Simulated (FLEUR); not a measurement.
Runs of FLEUR MaX-R8.1 (later development tree) on Ni3Ge. It takes space group Pm-3m (No. 221, cubic). The conventional cell has a = 3.530 Å, b = 3.530 Å, c = 3.530 Å, α = 90.00°, β = 90.00°, γ = 90.00°. Around Ge (site symmetry m-3m) lie 12 Ni at 2.50 Å. Ni (site symmetry 4/mmm) has 4 Ge at 2.50 Å and 8 Ni at 2.50 Å as nearest neighbours. The cell comes from a database or a generator and needn't be the stable form of this composition.

```tsv
task	level	spin	gmax	muffin-tin radii	max iterations	mixing factor	mixer	kmax	moment (μB)	V0 of scaled cells (Å³/atom)	B0 (GPa)
equation of state	LDA	collinear, program default start	14.3 1/bohr	Ge 2.12, Ni 2.12 bohr	-	-	-	4.62 1/bohr	-	10.61	240
equation of state	r2SCAN	collinear, program default start	14.3 1/bohr	Ge 2.12, Ni 2.12 bohr	-	-	-	4.62 1/bohr	-	(b)	213
band structure	LDA	collinear, ferromagnetic start	13.9 1/bohr	Ge 2.18, Ni 2.18 bohr	60	0.05	Anderson	4.5 1/bohr	0.00	-	-
band structure	r2SCAN	collinear, ferromagnetic start	13.9 1/bohr	Ge 2.18, Ni 2.18 bohr	80	0.05	Anderson	4.5 1/bohr	(a)	-	-
```

Alike in all rows: potentials or basis all-electron, FLAPW; cell as given; k mesh 8 × 8 × 8; smearing fermi-dirac 0.05 eV.

Q: Fill in the values left out.

A: (a) 0.14; (b) 11.02.

Caveats: the meta-GGA is that of a development version, with a GGA for the radial functions and cores and without core tails (some runs).
